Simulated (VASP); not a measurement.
# ZnO (P6_3mc) in VASP: notebook

Runs on ZnO. Level: PBE+D3(BJ). Tasks: relaxation of cell and atoms, vibrations by finite differences.

Everything below comes from runs of VASP 6.6.1. Logs are shortened: lines on timing, memory, paths and dates and some standing lists are left out, and cuts for length are marked.

## (1) The structure

Symmetry: P6_3mc, No. 186, hexagonal system. Conventional cell: a = 3.249 Å, b = 3.249 Å, c = 5.206 Å, α = 90.00°, β = 90.00°, γ = 120.00°. Around Zn (site symmetry 3m) lie 4 O at 1.97 to 1.98 Å. O (site symmetry 3m) is surrounded by 4 Zn at 1.97 to 1.98 Å.

## (2) Relaxation of cell and atoms, PBE+D3(BJ)

INCAR reads:

```
PREC = Accurate
ENCUT = 520
EDIFF = 1E-7
ISMEAR = 0
SIGMA = 0.02
LREAL = F
LASPH = T
NELM = 100
ALGO = Normal
ISIF = 3
LWAVE = F
LCHARG = F
GGA = PE
IVDW = 12
IBRION = 2
NSW = 80
EDIFFG = -0.002
KPAR = 4
```

KPOINTS reads:

```
regular mesh
0
Gamma
  12 12 6
```

POSCAR reads:

```
ZnO
1.0
    3.2493080000      0.0000000000      0.0000000000
   -1.6246540000      2.8139832700      0.0000000000
    0.0000000000      0.0000000000      5.2057090000
Zn O
2 2
Direct
    0.3333333300      0.6666666700      0.5000000000
    0.6666666700      0.3333333300      0.0000000000
    0.6666666700      0.3333333300      0.3790100000
    0.3333333300      0.6666666700      0.8790100000
```

Potentials or basis: VASP PAW PBE potentials, release 64 (Zn, O).

Launch:

```sh
cat potpaw_PBE.64/Zn/POTCAR potpaw_PBE.64/O/POTCAR > POTCAR
mpirun -np 4 vasp_std > vasp.out
```

OUTCAR:

```text
PREC = Accurate
   ENCUT = 520
   EDIFF = 1E-7
   ISMEAR = 0
   LREAL = F
   LASPH = T
   NELM = 100
   ISIF = 3
   GGA = PE
   IVDW = 12
   IBRION = 2
   NSW = 80
   EDIFFG = -0.002
 IVDW          = 12

 ion  position               nearest neighbor table
   1  0.333  0.667  0.500-   4 1.97   3 1.98   3 1.98   3 1.98
   2  0.667  0.333  0.000-   3 1.97   4 1.98   4 1.98   4 1.98
   3  0.667  0.333  0.379-   2 1.97   1 1.98   1 1.98   1 1.98
   4  0.333  0.667  0.879-   1 1.97   2 1.98   2 1.98   2 1.98

  LATTYP: Found a hexagonal cell.
 ALAT       =     3.2493080000
 C/A-ratio  =     1.6020977390

  Lattice vectors:

 A1 = (   3.2493080000,   0.0000000000,   0.0000000000)
 A2 = (  -1.6246540000,   2.8139832700,   0.0000000000)
 A3 = (   0.0000000000,   0.0000000000,   5.2057090000)

Analysis of symmetry for initial positions (statically):
=====================================================================
 Subroutine PRICEL returns:
 Original cell was already a primitive cell.

 Routine SETGRP: Setting up the symmetry group for a
 hexagonal supercell.

 Subroutine GETGRP returns: Found 12 space group operations
 (whereof  6 operations were pure point group operations)
 out of a pool of 24 trial point group operations.

The static configuration has the point symmetry C_3v.
 The point group associated with its full space group is C_6v.

Analysis of symmetry for dynamics (positions and initial velocities):
=====================================================================
 Subroutine PRICEL returns:
 Original cell was already a primitive cell.

 Routine SETGRP: Setting up the symmetry group for a
 hexagonal supercell.

 Subroutine GETGRP returns: Found 12 space group operations
 (whereof  6 operations were pure point group operations)
 out of a pool of 24 trial point group operations.

The dynamic configuration has the point symmetry C_3v.
 The point group associated with its full space group is C_6v.

 Subroutine INISYM returns: Found 12 space group operations
 (whereof  6 operations are pure point group operations),
 and found     1 'primitive' translations

----------------------------------------------------------------------------------------

                                     Primitive cell

  volume of cell :      47.5984

  direct lattice vectors                    reciprocal lattice vectors
     3.249308000  0.000000000  0.000000000     0.307757836  0.177684070  0.000000000
    -1.624654000  2.813983270  0.000000000     0.000000000  0.355368140  0.000000000
     0.000000000  0.000000000  5.205709000     0.000000000  0.000000000  0.192096792

  length of vectors
     3.249308000  3.249307998  5.205709000     0.355368140  0.355368140  0.192096792

[... 85 lines left out ...]
   LREAL  =      F    real-space projection
   EDIFFG = -.2E-02   stopping-criterion for IOM
   NSW    =     80    number of steps for IOM
   IBRION =      2    ionic relax: 0-MD 1-quasi-New 2-CG
   NFREE  =      1    steps in history (QN), initial steepest desc. (CG)
   ISIF   =      3    stress and relaxation
   ISYM   =      2    0-nonsym 1-usesym 2-fastsym
   POTIM  = 0.5000    time-step for ionic-motion
   TEBEG  =    0.0;   TEEND  =   0.0 temperature during run
   PSTRESS=    0.0 pullay stress
   NELECT =      36.0000    total number of electrons
   NUPDOWN=      -1.0000    fix difference up-down
   EMIN   =  10.00;   EMAX   =-10.00  energy-range for DOS
   EFERMI =   0.00;   METHOD = LEGACY
   ISMEAR =     0;   SIGMA  =   0.02  broadening in eV -4-tet -1-fermi 0-gaus
   EFERMI_NEDOS =   21; number of points for ismear=-14 and -15
   IALGO  =     38    algorithm
   IMIX   =      4    mixing-type and parameters
     AMIX     =   0.40;   BMIX     =  1.00
     AMIX_MAG =   1.60;   BMIX_MAG =  1.00
  volume/ion in A,a.u.               =      11.90        80.30
  Fermi-wavevector in a.u.,A,eV,Ry     =   1.491574  2.818667 30.270160  2.224794
  Thomas-Fermi vector in A             =   2.604212
   LORBIT       =      0    0 simple, 1 ext, 2 COOP (PROOUT), +10 PAW based schemes
   GGA     = PE    functional components
   LHFCALC =     F    Hartree Fock is set to
   AEXX    =    0.0000 exact exchange contribution
   IVDW    =    12    specifies the selected vdW correction
   LEPSILON=     F    determine dielectric tensor
   LRPA    =     F    only Hartree local field effects (RPA)
 conjugate gradient relaxation of ions
 non-spin polarized calculation
 Gauss-broadening in eV      SIGMA  =   0.02
  energy-cutoff  :      520.00
  volume of cell :       47.60
 maximum number of plane-waves:      1302
   NGX = 13   NGY = 13   NGZ = 19

--------------------------------------- Ionic step        1  -------------------------------------------

 number of electron      36.0000017 magnetization

 Free energy of the ion-electron system (eV)
  ---------------------------------------------------
  ext. energy  EPLUGINS =         0.00000000
  ---------------------------------------------------
  free energy    TOTEN  =       -17.82239362 eV

  energy without entropy =      -17.82239362  energy(sigma->0) =      -17.82239362

------------------------ aborting loop because EDIFF is reached ----------------------------------------

 Edisp (eV)   -0.89685

 E8    (eV) :    -0.3383
[... 111 lines left out ...]
  FREE ENERGIE OF THE ION-ELECTRON SYSTEM (eV)
  ---------------------------------------------------
  free  energy   TOTEN  =       -18.7290014639 eV

  energy  without entropy=      -18.7290014639  energy(sigma->0) =      -18.72900146

[... ionic steps 4 to 11 ...]

--------------------------------------- Ionic step       12  -------------------------------------------

 number of electron      36.0000038 magnetization

------------------------ aborting loop because EDIFF is reached ----------------------------------------
[... 79 lines left out ...]
--------------------------------------- Ionic step       14  -------------------------------------------

 number of electron      36.0000038 magnetization

 Free energy of the ion-electron system (eV)
  ---------------------------------------------------
  ext. energy  EPLUGINS =         0.00000000
  ---------------------------------------------------
  free energy    TOTEN  =       -17.85057280 eV

  energy without entropy =      -17.85057280  energy(sigma->0) =      -17.85057280

 E-fermi :   1.1869     XC(G=0): -10.8044

 val. band max:        1.0263458240   @ k =   0.0000   0.0000   0.0000
 cond. band min:       1.7758934292   @ k =   0.0000   0.0000   0.0000
 fundamental gap:      0.7495476051
 Fermi energy:         1.1869231618

 k-point     1 :       0.0000    0.0000    0.0000
  band No.  band energies     occupation
      1     -16.9079      2.00000
      2     -16.2194      2.00000
      3      -4.5777      2.00000
      4      -4.5777      2.00000
      5      -4.5384      2.00000
      6      -4.4700      2.00000
[... 589 lines left out ...]
     21       9.2669      0.00000
     22       9.8177      0.00000

 [... further k-points ...]

------------------------ aborting loop because EDIFF is reached ----------------------------------------

 Edisp (eV)   -0.87859

 E8    (eV) :    -0.3316
[... 27 lines left out ...]
  FREE ENERGIE OF THE ION-ELECTRON SYSTEM (eV)
  ---------------------------------------------------
  free  energy   TOTEN  =       -18.7291599180 eV

  energy  without entropy=      -18.7291599180  energy(sigma->0) =      -18.72915992

 reached required accuracy - stopping structural energy minimisation
```

OSZICAR:

```text
N       E                     dE             d eps       ncg     rms          rms(c)
DAV:   1     0.288280060326E+03    0.28828E+03   -0.19055E+04  3352   0.239E+03
DAV:   2     0.973588439412E+01   -0.27854E+03   -0.26850E+03  3554   0.443E+02
DAV:   3    -0.204820265769E+02   -0.30218E+02   -0.30007E+02  3872   0.155E+02
[... 112 lines left out ...]
DAV:   1    -0.178505747024E+02   -0.86638E-04   -0.73185E-04  3344   0.255E-01    0.152E-02
DAV:   2    -0.178505733770E+02    0.13254E-05   -0.34100E-05  4198   0.806E-02    0.600E-03
DAV:   3    -0.178505730173E+02    0.35975E-06   -0.58476E-07  3984   0.190E-02    0.356E-03
DAV:   4    -0.178505728155E+02    0.20174E-06   -0.41491E-07  3280   0.727E-03    0.747E-04
DAV:   5    -0.178505728032E+02    0.12309E-07   -0.64934E-08  1672   0.261E-03
  14 F= -.18729160E+02 E0= -.18729160E+02  d E =0.148120E-06
```

CONTCAR:

```text
ZnO
   1.00000000000000
     3.2628066848817410    0.0000000000000000    0.0000000000000000
    -1.6314033424408705    2.8256734739915057   -0.0000000000000000
     0.0000000000000000   -0.0000000000000000    5.2682965039517464
  Zn              O
     2     2
Direct
     0.3333333300000021    0.6666666699999979    0.5000397955883663
     0.6666666699999979    0.3333333300000021    0.0000397955883664
     0.6666666699999979    0.3333333300000021    0.3789702044116346
     0.3333333300000021    0.6666666699999979    0.8789702044116346

  0.00000000E+00  0.00000000E+00  0.00000000E+00
  0.00000000E+00  0.00000000E+00  0.00000000E+00
  0.00000000E+00  0.00000000E+00  0.00000000E+00
  0.00000000E+00  0.00000000E+00  0.00000000E+00
```

Run time: 78 s. Hardware: 4 MPI ranks of Intel Xeon Platinum 8488C (Sapphire Rapids), shared host; peak memory 0.22 GiB.

What came out:

```yaml
Free_energy: -18.7292 eV
Relaxed_volume: 12.14 Å³/atom
Relaxed_cell: a = 3.263 Å, b = 3.263 Å, c = 5.268 Å, α = 90.00°, β = 90.00°, γ = 120.00°
Space_group_after_relaxing_to_0.05_Å: P6_3mc (No. 186)
Energy_gained_by_relaxing: 2.5 meV/atom
Ionic_steps: 14
Pressure_after_relaxing: 0.0 GPa
Band_gap_on_the_k_mesh: 0.75 eV, direct
Dispersion_energy_per_atom: -0.220 eV
```

The path:
```csv
step,energy change (eV),largest force (eV/Å),pressure (GPa),volume (Å³)
1,0.0000,0.0723,2.92,47.60
2,-0.0071,0.0340,-1.51,49.11
3,-0.0098,0.0021,-0.01,48.58
4,-0.0098,0.0032,-0.08,48.60
5,-0.0098,0.0127,-0.02,48.58
6,-0.0098,0.0164,-0.02,48.57
7,-0.0099,0.0101,0.05,48.56
8,-0.0099,0.0048,0.06,48.54
9,-0.0099,0.0060,0.17,48.51
10,-0.0099,0.0011,0.09,48.53
11,-0.0099,0.0018,-0.04,48.58
12,-0.0099,0.0014,-0.01,48.57
13,-0.0099,0.0011,0.02,48.57
14,-0.0099,0.0012,0.00,48.57
```

Final structure:
```
CELL_PARAMETERS angstrom
3.26281 0.00000 0.00000
-1.63140 2.82567 0.00000
0.00000 0.00000 5.26830
ATOMIC_POSITIONS crystal
Zn 0.33333 0.66667 0.50004
Zn 0.66667 0.33333 0.00004
O 0.66667 0.33333 0.37897
O 0.33333 0.66667 0.87897
```

A hybrid or GW would open this gap; PBE tends to underestimate it. Zero-point motion and thermal expansion aren't in these numbers.

## (3) Relaxation of cell and atoms, PBE+D3(BJ)

This run uses another cell than the first one, of 12.14 Å³/atom, 1.020 times its volume.

INCAR is that of step 2.

KPOINTS is that of step 2.

POSCAR reads:

```
ZnO                                     
1.0
    3.2628066849      0.0000000000      0.0000000000
   -1.6314033424      2.8256734740     -0.0000000000
    0.0000000000     -0.0000000000      5.2682965040
  Zn              O             
     2     2
Direct
     0.3333333300000021    0.6666666699999979    0.5000397955883663
     0.6666666699999979    0.3333333300000021    0.0000397955883664
     0.6666666699999979    0.3333333300000021    0.3789702044116346
     0.3333333300000021    0.6666666699999979    0.8789702044116346
```

Potentials or basis: VASP PAW PBE potentials, release 64 (Zn, O).

Launch:

```sh
cat potpaw_PBE.64/Zn/POTCAR potpaw_PBE.64/O/POTCAR > POTCAR
mpirun -np 4 vasp_std > vasp.out
```

OUTCAR:

```text
PREC = Accurate
   ENCUT = 520
   EDIFF = 1E-7
   ISMEAR = 0
   LREAL = F
   LASPH = T
   NELM = 100
   ISIF = 3
   GGA = PE
   IVDW = 12
   IBRION = 2
   NSW = 80
   EDIFFG = -0.002
 IVDW          = 12

 ion  position               nearest neighbor table
   1  0.333  0.667  0.500-   3 1.99   3 1.99   3 1.99   4 2.00
   2  0.667  0.333  0.000-   4 1.99   4 1.99   4 1.99   3 2.00
   3  0.667  0.333  0.379-   1 1.99   1 1.99   1 1.99   2 2.00
   4  0.333  0.667  0.879-   2 1.99   2 1.99   2 1.99   1 2.00

  LATTYP: Found a hexagonal cell.
 ALAT       =     3.2628066849
 C/A-ratio  =     1.6146517440

  Lattice vectors:

 A1 = (   3.2628066849,   0.0000000000,   0.0000000000)
 A2 = (  -1.6314033424,   2.8256734740,   0.0000000000)
 A3 = (   0.0000000000,   0.0000000000,   5.2682965040)

[... 183 lines left out ...]

------------------------ aborting loop because EDIFF is reached ----------------------------------------

 Edisp (eV)   -0.87859

 E8    (eV) :    -0.3316
[... 117 lines left out ...]
--------------------------------------- Ionic step        4  -------------------------------------------

 number of electron      36.0000038 magnetization

 Free energy of the ion-electron system (eV)
  ---------------------------------------------------
  ext. energy  EPLUGINS =         0.00000000
  ---------------------------------------------------
  free energy    TOTEN  =       -17.85166467 eV

  energy without entropy =      -17.85166467  energy(sigma->0) =      -17.85166467

 E-fermi :   1.1859     XC(G=0): -10.8039

 val. band max:        1.0254515624   @ k =   0.0000   0.0000   0.0000
 cond. band min:       1.7746555857   @ k =   0.0000   0.0000   0.0000
 fundamental gap:      0.7492040233
 Fermi energy:         1.1859256160

 k-point     1 :       0.0000    0.0000    0.0000
  band No.  band energies     occupation
      1     -16.9084      2.00000
      2     -16.2198      2.00000
      3      -4.5780      2.00000
      4      -4.5780      2.00000
      5      -4.5388      2.00000
      6      -4.4702      2.00000
[... 589 lines left out ...]
     21       9.2656      0.00000
     22       9.8163      0.00000

 [... further k-points ...]

------------------------ aborting loop because EDIFF is reached ----------------------------------------

 Edisp (eV)   -0.87849

 E8    (eV) :    -0.3315
[... 27 lines left out ...]
  FREE ENERGIE OF THE ION-ELECTRON SYSTEM (eV)
  ---------------------------------------------------
  free  energy   TOTEN  =       -18.7301561481 eV

  energy  without entropy=      -18.7301561481  energy(sigma->0) =      -18.73015615

 reached required accuracy - stopping structural energy minimisation
```

CONTCAR:

```text
ZnO
   1.00000000000000
     3.2629007352829902    0.0000000000000017    0.0000000000000000
    -1.6314503675914922    2.8257549240206652    0.0000000000000000
     0.0000000000000000    0.0000000000000000    5.2685566353115476
  Zn              O
     2     2
Direct
     0.3333333300000021    0.6666666699999979    0.5000429704766326
     0.6666666699999979    0.3333333300000021    0.0000429704766326
     0.6666666699999979    0.3333333300000021    0.3789670295233683
     0.3333333300000021    0.6666666699999979    0.8789670295233684

  0.00000000E+00  0.00000000E+00  0.00000000E+00
  0.00000000E+00  0.00000000E+00  0.00000000E+00
  0.00000000E+00  0.00000000E+00  0.00000000E+00
  0.00000000E+00  0.00000000E+00  0.00000000E+00
```

Wall time 26 s (4 MPI ranks of Intel Xeon Platinum 8488C (Sapphire Rapids), shared host); peak memory 0.22 GiB.

Results:

```
Free energy                            : -18.7302 eV
Relaxed volume                         : 12.14 Å³/atom
Relaxed cell                           : a = 3.263 Å, b = 3.263 Å, c = 5.269 Å, α = 90.00°, β = 90.00°, γ = 120.00°
Space group after relaxing (to 0.05 Å) : P6_3mc (No. 186)
Energy gained by relaxing              : 0.0 meV/atom
Ionic steps                            : 4
Pressure after relaxing                : 0.0 GPa
Band gap on the k mesh                 : 0.75 eV, direct
Dispersion energy per atom             : -0.220 eV
```

Final structure:
```yaml
crystal:
  lattice:
    - [3.26290, 0.00000, 0.00000]
    - [-1.63145, 2.82575, 0.00000]
    - [0.00000, 0.00000, 5.26856]
  atoms:
    - { symbol: Zn, position: [0.33333, 0.66667, 0.50004] }
    - { symbol: Zn, position: [0.66667, 0.33333, 0.00004] }
    - { symbol: O, position: [0.66667, 0.33333, 0.37897] }
    - { symbol: O, position: [0.33333, 0.66667, 0.87897] }
```

## (4) Vibrations by finite differences, PBE+D3(BJ)

This run uses another cell than the first one, of 12.14 Å³/atom, 1.021 times its volume.

INCAR reads:

```
PREC = Accurate
ENCUT = 520
EDIFF = 1E-8
ISMEAR = 0
SIGMA = 0.02
LREAL = F
LASPH = T
NELM = 100
ALGO = Normal
ISIF = 2
LWAVE = F
LCHARG = F
GGA = PE
IVDW = 12
IBRION = 6
NFREE = 2
POTIM = 0.015
NSW = 1
KPAR = 4
```

KPOINTS reads:

```
Automatic mesh
0
Gamma
  12 12 6
```

POSCAR reads:

```
ZnO                                     
1.0
    3.2629007353      0.0000000000      0.0000000000
   -1.6314503676      2.8257549240      0.0000000000
    0.0000000000      0.0000000000      5.2685566353
  Zn              O             
     2     2
Direct
     0.3333333300000021    0.6666666699999979    0.5000429704766326
     0.6666666699999979    0.3333333300000021    0.0000429704766326
     0.6666666699999979    0.3333333300000021    0.3789670295233683
     0.3333333300000021    0.6666666699999979    0.8789670295233684
```

Launch:

```sh
cat potpaw_PBE.64/Zn/POTCAR potpaw_PBE.64/O/POTCAR > POTCAR
mpirun -np 4 vasp_std > vasp.out
```

Run time: 3.4 min. Hardware: 4 MPI ranks of Intel Xeon Platinum 8488C (Sapphire Rapids), shared host; peak memory 0.72 GiB.

Results (log left out):

```yaml
Highest_phonon_frequency_at_Γ_LO-TO_splitting_left_out: 525 cm⁻¹
Dispersion_energy_per_atom: -0.220 eV
```

Phonon frequencies in cm⁻¹ (negative: imaginary):
| q point | frequencies |
| --- | --- |
| (0.000, 0.000, 0.000) | 0 0 0 89 89 251 365 386 386 417 417 525 |
